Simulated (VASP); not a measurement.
# SiC (Moissanite 3C) (F-43m) in VASP: further runs

The runs below take SiC (Moissanite 3C) through single point, with r2SCAN.

Program: VASP 6.6.1. These are calculated values, not measurements. Logs are shortened: lines on timing, memory, paths and dates and some standing lists are left out, and cuts for length are marked.

## Step 1: The crystal as given

Symmetry: F-43m, No. 216, cubic system. The conventional cell has a = 4.358 Å, b = 4.358 Å, c = 4.358 Å, α = 90.00°, β = 90.00°, γ = 90.00°. Si (site symmetry -43m) is surrounded by 4 C at 1.89 Å. C (site symmetry -43m) has 4 Si at 1.89 Å as nearest neighbours.

## Step 2: Single point, r2SCAN

INCAR

```
PREC     = Accurate       # precision mode
ENCUT    = 220            # plane-wave cutoff, eV
EDIFF    = 1E-7           # SCF threshold, eV
ISMEAR   = 0              # smearing method
SIGMA    = 0.05           # smearing width, eV
LREAL    = F              # projectors in reciprocal space
LASPH    = T              # aspherical terms in the spheres
NELM     = 100            # most SCF steps
ALGO     = Normal         # electronic algorithm
ISIF     = 2              # what is computed and relaxed
LWAVE    = F              # write WAVECAR
LCHARG   = F              # write CHGCAR
METAGGA  = R2SCAN         # meta-GGA
LMIXTAU  = T            
ADDGRID  = F
```

KPOINTS

```
regular mesh
0
Gamma
  11 11 11
```

POSCAR

```
SiC
1.0
    0.0000000000      2.1790000000      2.1790000000
    2.1790000000      0.0000000000      2.1790000000
    2.1790000000      2.1790000000      0.0000000000
Si C
1 1
Direct
    0.0000000000      0.0000000000      0.0000000000
    0.7500000000      0.7500000000      0.7500000000
```

Potentials or basis: VASP PAW PBE potentials, release 64 (Si, C).

On the command line:

```
cat potpaw_PBE.64/Si/POTCAR potpaw_PBE.64/C/POTCAR > POTCAR
mpirun -np 1 vasp_std > vasp.out
```

OUTCAR:

```text
PREC = Accurate
   ENCUT = 220
   EDIFF = 1E-7
   ISMEAR = 0
   LREAL = F
   LASPH = T
   NELM = 100
   ISIF = 2
   METAGGA = R2SCAN

 Found     56 irreducible k-points:

 Following reciprocal coordinates:
            Coordinates               Weight
  0.000000  0.000000  0.000000      1.000000
  0.090909  0.000000  0.000000      8.000000
  0.181818  0.000000  0.000000      8.000000
  0.272727  0.000000  0.000000      8.000000
  0.363636  0.000000  0.000000      8.000000
  0.454545  0.000000  0.000000      8.000000
   k-points           NKPTS =     56   k-points in BZ     NKDIM =     56   number of bands    NBANDS=      8
   number of dos      NEDOS =    301   number of ions     NIONS =      2
   total plane-waves  NPLWV =   4096
   dimension x,y,z NGX =    16 NGY =   16 NGZ =   16
   dimension x,y,z NGXF=    32 NGYF=   32 NGZF=   32
   ions per type =               1   1
   NGX,Y,Z   is equivalent  to a cutoff of   8.63,  8.63,  8.63 a.u.
   NGXF,Y,Z  is equivalent  to a cutoff of  17.26, 17.26, 17.26 a.u.
 SYSTEM =  unknown system
   PREC   = accura    normal or accurate (medium, high low for compatibility)
   ISTART =      0    job   : 0-new  1-cont  2-samecut
   ICHARG =      2    charge: 1-file 2-atom 10-const
   ISPIN  =      1    spin polarized calculation?
   LNONCOLLINEAR =      F non collinear calculations
   LSORBIT =      F    spin-orbit coupling
   LASPH  =      T    aspherical Exc in radial PAW
   ENCUT  =  220.0 eV  16.17 Ry    4.02 a.u.   3.73  3.73  3.73*2*pi/ulx,y,z
   NELM   =    100;   NELMIN=  2; NELMDL= -5     # of ELM steps
   EDIFF  = 0.1E-06   stopping-criterion for ELM
   LREAL  =      F    real-space projection
   EDIFFG = 0.1E-05   stopping-criterion for IOM
   NSW    =      0    number of steps for IOM
   IBRION =     -1    ionic relax: 0-MD 1-quasi-New 2-CG
   NFREE  =      0    steps in history (QN), initial steepest desc. (CG)
   ISIF   =      2    stress and relaxation
   ISYM   =      2    0-nonsym 1-usesym 2-fastsym
   POTIM  = 0.5000    time-step for ionic-motion
   TEBEG  =    0.0;   TEEND  =   0.0 temperature during run
   PSTRESS=    0.0 pullay stress
   NELECT =       8.0000    total number of electrons
   NUPDOWN=      -1.0000    fix difference up-down
   EMIN   =  10.00;   EMAX   =-10.00  energy-range for DOS
   EFERMI =   0.00;   METHOD = LEGACY
   ISMEAR =     0;   SIGMA  =   0.05  broadening in eV -4-tet -1-fermi 0-gaus
   EFERMI_NEDOS =   21; number of points for ismear=-14 and -15
   IALGO  =     38    algorithm
   IMIX   =      4    mixing-type and parameters
     AMIX     =   0.40;   BMIX     =  1.00
     AMIX_MAG =   1.60;   BMIX_MAG =  1.00
  volume/ion in A,a.u.               =      10.35        69.82
  Fermi-wavevector in a.u.,A,eV,Ry     =   1.192626  2.253736 19.352338  1.422357
  Thomas-Fermi vector in A             =   2.328660
   LORBIT       =      0    0 simple, 1 ext, 2 COOP (PROOUT), +10 PAW based schemes
   METAGGA = R2SCAN    functional components
   LHFCALC =     F    Hartree Fock is set to
   AEXX    =    0.0000 exact exchange contribution
   IVDW    =     0    specifies the selected vdW correction
   LEPSILON=     F    determine dielectric tensor
   LRPA    =     F    only Hartree local field effects (RPA)
 non-spin polarized calculation
 Gauss-broadening in eV      SIGMA  =   0.05
  energy-cutoff  :      220.00
  volume of cell :       20.69
 maximum number of plane-waves:       169
   NGX =  7   NGY =  7   NGZ =  7

 number of electron       8.0000000 magnetization

 Free energy of the ion-electron system (eV)
  ---------------------------------------------------
  ext. energy  EPLUGINS =         0.00000000
  ---------------------------------------------------
  free energy    TOTEN  =       -19.43410759 eV

  energy without entropy =      -19.43410759  energy(sigma->0) =      -19.43410759

 E-fermi :   8.2121     XC(G=0): -11.9472

 val. band max:        7.9886700839   @ k =   0.0000   0.0000   0.0000
 cond. band min:       9.8380137094   @ k =   0.4545   0.4545   0.0000
 fundamental gap:      1.8493436254
 Fermi energy:         8.2121053728

 k-point     1 :       0.0000    0.0000    0.0000
  band No.  band energies     occupation
      1      -8.3013      2.00000
      2       7.9887      2.00000
      3       7.9887      2.00000
      4       7.9887      2.00000
      5      14.6447      0.00000
      6      15.8777      0.00000
      7      15.8777      0.00000
      8      15.8777      0.00000

 k-point     2 :       0.0909    0.0000    0.0000
  band No.  band energies     occupation
      1      -8.1338      2.00000
      2       7.1579      2.00000
      3       7.9202      2.00000
      4       7.9203      2.00000
      5      14.9542      0.00000
      6      16.1047      0.00000
      7      16.1047      0.00000
      8      16.1481      0.00000

 k-point     3 :       0.1818    0.0000    0.0000
  band No.  band energies     occupation
      1      -7.6399      2.00000
      2       5.1747      2.00000
      3       7.6650      2.00000
      4       7.6650      2.00000
      5      14.7911      0.00000
      6      16.5008      0.00000
      7      16.5008      0.00000
      8      17.3935      0.00000

 k-point     4 :       0.2727    0.0000    0.0000
  band No.  band energies     occupation
      1      -6.8459      2.00000
      2       2.9736      2.00000
      3       7.3475      2.00000
      4       7.3475      2.00000
      5      14.4149      0.00000
      6      16.4907      0.00000
      7      16.4907      0.00000
      8      18.6656      0.00000

 k-point     5 :       0.3636    0.0000    0.0000
  band No.  band energies     occupation
      1      -5.8325      2.00000
      2       0.9016      2.00000
      3       7.0858      2.00000
      4       7.0858      2.00000
      5      14.1174      0.00000
      6      16.1289      0.00000
      7      16.1289      0.00000
      8      19.1570      0.00000

 k-point     6 :       0.4545    0.0000    0.0000
  band No.  band energies     occupation
      1      -4.9034      2.00000
      2      -0.5854      2.00000
      3       6.9640      2.00000
      4       6.9640      2.00000
      5      13.9454      0.00000
      6      15.8520      0.00000
      7      15.8520      0.00000
      8      19.1385      0.00000

 [... further k-points ...]

------------------------ aborting loop because EDIFF is reached ----------------------------------------

  FORCE on cell =-STRESS in cart. coord.  units (eV):
  Direction    XX          YY          ZZ          XY          YZ          ZX
  --------------------------------------------------------------------------------------
  -------------------------------------------------------------------------------------
  Total       -2.7390458     -2.7390458     -2.7390458      0.0000000      0.0000000      0.0000000
  in kB     -212.0841406   -212.0841406   -212.0841406      0.0000000      0.0000000      0.0000000
  external PRESSURE =    -212.0841406 kB  Pullay stress =       0.0000000 kB

 VOLUME and BASIS-vectors are now :
 -----------------------------------------------------------------------------
  energy-cutoff  :      220.00
  volume of cell :       20.69
      direct lattice vectors                 reciprocal lattice vectors
     0.000000000  2.179000000  2.179000000    -0.229463056  0.229463056  0.229463056
     2.179000000  0.000000000  2.179000000     0.229463056 -0.229463056  0.229463056
     2.179000000  2.179000000  0.000000000     0.229463056  0.229463056 -0.229463056

 POSITION                                       TOTAL-FORCE (eV/Angst)
 -----------------------------------------------------------------------------------
      0.00000      0.00000      0.00000         0.000000      0.000000      0.000000
      3.26850      3.26850      3.26850        -0.000000     -0.000000     -0.000000
 -----------------------------------------------------------------------------------
    total drift:                               -0.000014     -0.000014     -0.000014

  FREE ENERGIE OF THE ION-ELECTRON SYSTEM (eV)
  ---------------------------------------------------
  free  energy   TOTEN  =       -19.4341075887 eV

  energy  without entropy=      -19.4341075887  energy(sigma->0) =      -19.43410759
```

OSZICAR:

```text
N       E                     dE             d eps       ncg     rms          rms(c)
DAV:   1    -0.136931777858E+02   -0.13693E+02   -0.27385E+03  1024   0.447E+02
[... 16 lines left out ...]
DAV:  18    -0.194341030359E+02    0.16289E-04   -0.10476E-07   808   0.322E-03    0.514E-04
DAV:  19    -0.194341063029E+02   -0.32669E-05   -0.59641E-08   456   0.164E-03    0.433E-04
DAV:  20    -0.194341075505E+02   -0.12476E-05   -0.38526E-09   448   0.612E-04    0.199E-04
DAV:  21    -0.194341077229E+02   -0.17240E-06   -0.11295E-09   448   0.239E-04    0.168E-04
DAV:  22    -0.194341074794E+02    0.24353E-06   -0.10562E-09   448   0.245E-04    0.584E-05
DAV:  23    -0.194341075994E+02   -0.12005E-06   -0.37903E-10   448   0.148E-04    0.244E-05
DAV:  24    -0.194341075887E+02    0.10755E-07   -0.73970E-11   448   0.735E-05
   1 F= -.19434108E+02 E0= -.19434108E+02  d E =-.572614E-12
```

stdout:

```text
POSCAR found type information on POSCAR SiC
 POSCAR found :  2 types and       2 ions
 scaLAPACK will be used
 -----------------------------------------------------------------------------
|                                                                             |
|                                                                             |
|     You enforced a specific xc type in the INCAR file but a different       |
|     I HOPE YOU KNOW WHAT YOU ARE DOING!                                     |
|                                                                             |
 -----------------------------------------------------------------------------

 LDA part: xc-table for (None), standard interpolation
 POSCAR, INCAR and KPOINTS ok, starting setup
 FFT: planning ... GRIDC
 FFT: planning ... GRID_SOFT
 FFT: planning ... GRID
 WAVECAR not read
 entering main loop
```

Wall time 8.2 s (1 thread of Intel Xeon 6975P-C (Granite Rapids), shared host); peak memory 0.11 GiB.

The run converged, but a check on its numbers failed (symmetry, net force, bounds or a known fault of this set-up), so they aren't taken as properties of the crystal.

Caveat: the cutoff lies under the usual one of these potentials, so the numbers hold a large basis-set error; the PAW data sets were made with another functional, which shifts forces and pressure a little; an odd mesh through Γ misses points on the zone boundary, where band edges often lie.

## Step 3: Single point, r2SCAN

Changes to INCAR since step 2:

```diff
@@ -1,3 +1,3 @@
 PREC     = Accurate       # precision mode
-ENCUT    = 220            # plane-wave cutoff, eV
+ENCUT    = 460            # plane-wave cutoff, eV
 EDIFF    = 1E-7           # SCF threshold, eV
```

KPOINTS

```
regular mesh
0
Gamma
  8 8 8
```

POSCAR is that of step 2.

Potentials or basis: VASP PAW PBE potentials, release 64 (Si, C).

On the command line:

```
cat potpaw_PBE.64/Si/POTCAR potpaw_PBE.64/C/POTCAR > POTCAR
mpirun -np 1 vasp_std > vasp.out
```

OUTCAR:

```text
PREC = Accurate
   ENCUT = 460
   EDIFF = 1E-7
   ISMEAR = 0
   LREAL = F
   LASPH = T
   NELM = 100
   ISIF = 2
   METAGGA = R2SCAN

 Found     29 irreducible k-points:

 Following reciprocal coordinates:
            Coordinates               Weight
  0.000000  0.000000  0.000000      1.000000
  0.125000  0.000000  0.000000      8.000000
  0.250000  0.000000  0.000000      8.000000
  0.375000  0.000000  0.000000      8.000000
  0.500000  0.000000  0.000000      4.000000
  0.125000  0.125000  0.000000      6.000000
   k-points           NKPTS =     29   k-points in BZ     NKDIM =     29   number of bands    NBANDS=      8
   number of dos      NEDOS =    301   number of ions     NIONS =      2
   total plane-waves  NPLWV =  13824
   dimension x,y,z NGX =    24 NGY =   24 NGZ =   24
   dimension x,y,z NGXF=    48 NGYF=   48 NGZF=   48
   ions per type =               1   1
   NGX,Y,Z   is equivalent  to a cutoff of  12.95, 12.95, 12.95 a.u.
   NGXF,Y,Z  is equivalent  to a cutoff of  25.90, 25.90, 25.90 a.u.
 SYSTEM =  unknown system
   PREC   = accura    normal or accurate (medium, high low for compatibility)
   ISTART =      0    job   : 0-new  1-cont  2-samecut
   ICHARG =      2    charge: 1-file 2-atom 10-const
   ISPIN  =      1    spin polarized calculation?
   LNONCOLLINEAR =      F non collinear calculations
   LSORBIT =      F    spin-orbit coupling
   LASPH  =      T    aspherical Exc in radial PAW
   ENCUT  =  460.0 eV  33.81 Ry    5.81 a.u.   5.39  5.39  5.39*2*pi/ulx,y,z
   NELM   =    100;   NELMIN=  2; NELMDL= -5     # of ELM steps
   EDIFF  = 0.1E-06   stopping-criterion for ELM
   LREAL  =      F    real-space projection
   EDIFFG = 0.1E-05   stopping-criterion for IOM
   NSW    =      0    number of steps for IOM
   IBRION =     -1    ionic relax: 0-MD 1-quasi-New 2-CG
   NFREE  =      0    steps in history (QN), initial steepest desc. (CG)
   ISIF   =      2    stress and relaxation
   ISYM   =      2    0-nonsym 1-usesym 2-fastsym
   POTIM  = 0.5000    time-step for ionic-motion
   TEBEG  =    0.0;   TEEND  =   0.0 temperature during run
   PSTRESS=    0.0 pullay stress
   NELECT =       8.0000    total number of electrons
   NUPDOWN=      -1.0000    fix difference up-down
   EMIN   =  10.00;   EMAX   =-10.00  energy-range for DOS
   EFERMI =   0.00;   METHOD = LEGACY
   ISMEAR =     0;   SIGMA  =   0.05  broadening in eV -4-tet -1-fermi 0-gaus
   EFERMI_NEDOS =   21; number of points for ismear=-14 and -15
   IALGO  =     38    algorithm
   IMIX   =      4    mixing-type and parameters
     AMIX     =   0.40;   BMIX     =  1.00
     AMIX_MAG =   1.60;   BMIX_MAG =  1.00
  volume/ion in A,a.u.               =      10.35        69.82
  Fermi-wavevector in a.u.,A,eV,Ry     =   1.192626  2.253736 19.352338  1.422357
  Thomas-Fermi vector in A             =   2.328660
   LORBIT       =      0    0 simple, 1 ext, 2 COOP (PROOUT), +10 PAW based schemes
   METAGGA = R2SCAN    functional components
   LHFCALC =     F    Hartree Fock is set to
   AEXX    =    0.0000 exact exchange contribution
   IVDW    =     0    specifies the selected vdW correction
   LEPSILON=     F    determine dielectric tensor
   LRPA    =     F    only Hartree local field effects (RPA)
 non-spin polarized calculation
 Gauss-broadening in eV      SIGMA  =   0.05
  energy-cutoff  :      460.00
  volume of cell :       20.69
 maximum number of plane-waves:       479
 NGX is ok and might be reduce to    24
   NGX = 11   NGY = 11   NGZ = 11

 number of electron       8.0000001 magnetization

 Free energy of the ion-electron system (eV)
  ---------------------------------------------------
  ext. energy  EPLUGINS =         0.00000000
  ---------------------------------------------------
  free energy    TOTEN  =       -19.32841211 eV

  energy without entropy =      -19.32841211  energy(sigma->0) =      -19.32841211

 E-fermi :   8.2702     XC(G=0): -11.9343

 val. band max:        7.9835051131   @ k =   0.0000   0.0000   0.0000
 cond. band min:       9.7074548104   @ k =   0.5000   0.5000   0.0000
 fundamental gap:      1.7239496973
 Fermi energy:         8.2701573671

 k-point     1 :       0.0000    0.0000    0.0000
  band No.  band energies     occupation
      1      -8.1969      2.00000
      2       7.9835      2.00000
      3       7.9835      2.00000
      4       7.9835      2.00000
      5      14.8166      0.00000
      6      15.8314      0.00000
      7      15.8314      0.00000
      8      15.8314      0.00000

 k-point     2 :       0.1250    0.0000    0.0000
  band No.  band energies     occupation
      1      -7.8814      2.00000
      2       6.4388      2.00000
      3       7.7729      2.00000
      4       7.7729      2.00000
      5      15.0386      0.00000
      6      16.2054      0.00000
      7      16.2054      0.00000
      8      16.4663      0.00000

 k-point     3 :       0.2500    0.0000    0.0000
  band No.  band energies     occupation
      1      -6.9612      2.00000
      2       3.5131      2.00000
      3       7.3473      2.00000
      4       7.3473      2.00000
      5      14.5413      0.00000
      6      16.4653      0.00000
      7      16.4653      0.00000
      8      18.1539      0.00000

 k-point     4 :       0.3750    0.0000    0.0000
  band No.  band energies     occupation
      1      -5.5771      2.00000
      2       0.6807      2.00000
      3       7.0021      2.00000
      4       7.0021      2.00000
      5      14.1203      0.00000
      6      16.0033      0.00000
      7      16.0033      0.00000
      8      18.8993      0.00000

 k-point     5 :       0.5000    0.0000    0.0000
  band No.  band energies     occupation
      1      -4.5722      2.00000
      2      -0.8357      2.00000
      3       6.8762      2.00000
      4       6.8762      2.00000
      5      13.9745      0.00000
      6      15.7334      0.00000
      7      15.7334      0.00000
      8      18.9385      0.00000

 k-point     6 :       0.1250    0.1250    0.0000
  band No.  band energies     occupation
      1      -7.7760      2.00000
      2       6.8190      2.00000
      3       7.2567      2.00000
      4       7.2567      2.00000
      5      14.7105      0.00000
      6      15.8443      0.00000
      7      16.9570      0.00000
      8      16.9570      0.00000

 [... further k-points ...]

------------------------ aborting loop because EDIFF is reached ----------------------------------------

  FORCE on cell =-STRESS in cart. coord.  units (eV):
  Direction    XX          YY          ZZ          XY          YZ          ZX
  --------------------------------------------------------------------------------------
  -------------------------------------------------------------------------------------
  Total       -0.0626815     -0.0626815     -0.0626815     -0.0000000      0.0000000     -0.0000000
  in kB       -4.8534238     -4.8534238     -4.8534238     -0.0000000      0.0000000     -0.0000000
  external PRESSURE =      -4.8534238 kB  Pullay stress =       0.0000000 kB

 VOLUME and BASIS-vectors are now :
 -----------------------------------------------------------------------------
  energy-cutoff  :      460.00
  volume of cell :       20.69
      direct lattice vectors                 reciprocal lattice vectors
     0.000000000  2.179000000  2.179000000    -0.229463056  0.229463056  0.229463056
     2.179000000  0.000000000  2.179000000     0.229463056 -0.229463056  0.229463056
     2.179000000  2.179000000  0.000000000     0.229463056  0.229463056 -0.229463056

 POSITION                                       TOTAL-FORCE (eV/Angst)
 -----------------------------------------------------------------------------------
      0.00000      0.00000      0.00000         0.000000      0.000000      0.000000
      3.26850      3.26850      3.26850        -0.000000     -0.000000     -0.000000
 -----------------------------------------------------------------------------------
    total drift:                                0.000001      0.000001      0.000001

  FREE ENERGIE OF THE ION-ELECTRON SYSTEM (eV)
  ---------------------------------------------------
  free  energy   TOTEN  =       -19.3284121149 eV

  energy  without entropy=      -19.3284121149  energy(sigma->0) =      -19.32841211
```

It took 12 s on 1 thread of Intel Xeon 6975P-C (Granite Rapids), shared host; peak memory 0.13 GiB.

The run converged, but some of its settings lie outside the range that counts as converged, so its numbers aren't taken as properties of the crystal.

Results:

```
Free energy            : -19.3284 eV
Pressure               : -0.5 GPa
Band gap on the k mesh : 1.72 eV, indirect (least direct gap 5.06 eV)
```

Caveat: the cutoff is under 1.25 times the usual one of these potentials, so pressure, stress and relaxed cells hold a basis-set (Pulay) error; the PAW data sets were made with another functional, which shifts forces and pressure a little.

[end of part 1 of 2]
